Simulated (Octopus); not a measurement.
ZnS (Wurtzite-2H):

```
Zn S
1.0
     3.81100    0.00000    0.00000
    -1.90550    3.30042    0.00000
     0.00000    0.00000    6.23400
Zn S
2 2
Direct
  0.66667 0.33333 0.50000
  0.33333 0.66667 0.00000
  0.66667 0.33333 0.88500
  0.33333 0.66667 0.38500
```

Base run:

| Property | Result |
| --- | --- |
| Program | Octopus 16.4 |
| Functional | PBE |
| Potentials or basis | pseudodojo_pbe (PseudoDojo 0.5, PBE) |
| Grid spacing | 0.123 × 0.123 × 0.125 Å |
| k mesh | 8 × 8 × 5 |
| Occupations | fermi-dirac, width 0.05 eV |
| Spin | no spin polarisation |

Its results: band gap on the k mesh 2.25 eV, direct; largest force 0.319 eV/Å.

The run is repeated on the same cell with these changes: functional from PBE to PBEsol; potentials or basis from pseudodojo_pbe (PseudoDojo 0.5, PBE) to pseudodojo_pbesol (PseudoDojo 0.4, PBEsol). What comes out?

Band gap on the k mesh 2.11 eV, direct; largest force 0.306 eV/Å.

Caveats: an odd mesh through Γ misses points on the zone boundary, where band edges often lie.

Not every run made on this cell is shown here.
